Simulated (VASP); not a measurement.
Write the native input for VASP 6.6.1 that does the following.

```
Task                   : single point
Functional             : PBE
Potentials or basis    : VASP PAW PBE potentials, release 64 (Ga_d, N)
Cutoff                 : 520 eV
k mesh                 : 4 × 4 × 4
Occupations            : gaussian, width 0.1 eV
Spin                   : no spin polarisation
Dipole correction      : no
Further INCAR settings : ALGO = Normal; EDIFF = 1e-07; NBANDS = 30
```

The structure of Ga3N lies in POSCAR:

```
Ga3N
1.0
    4.0604673733      0.0000000000      0.0000000000
    0.0000000000      4.0604673733      0.0000000000
    0.0000000000      0.0000000000      4.0604673733
Ga N
3 1
Direct
    0.0000000000      0.5000000000      0.5000000000
    0.5000000000      0.0000000000      0.5000000000
    0.5000000000      0.5000000000      0.0000000000
    0.0000000000      0.0000000000      0.0000000000
```

The cell comes from a database or a generator and needn't be the stable form of this composition.

The cell isn't the ideal one: Bi replaced by N, lengths x 0.910, strained and moved within the space group.

The input as run:

INCAR

```
SYSTEM = Ga3N
PREC = Accurate ; ENCUT = 520
EDIFF = 1E-7 ; ISMEAR = 0
SIGMA = 0.1 ; LREAL = .False.
LASPH = .True. ; NELM = 100
ALGO = Normal ; ISIF = 2
LWAVE = .False. ; LCHARG = .False.
GGA = PE ; NBANDS = 30
```

KPOINTS

```
regular mesh
0
Gamma
  4 4 4
  0 0 0
```

Potentials or basis: VASP PAW PBE potentials, release 64 (Ga_d, N).

Command:

```console
$ cat potpaw_PBE.64/Ga_d/POTCAR potpaw_PBE.64/N/POTCAR > POTCAR
$ mpirun -np 1 vasp_std > vasp.out
```

It gave:

The pressure is -4.8 GPa and the band gap on the k mesh is none (metal or under the smearing width).

Caveat: the k mesh is coarse (spacing up to 0.39 Å⁻¹), so the values aren't converged.

It took 27 s on 1 thread of Intel(R) Xeon(R) Platinum 8259CL CPU @ 2.50GHz (Skylake/Cascade Lake) (shared host), peak memory 0.17 GiB.
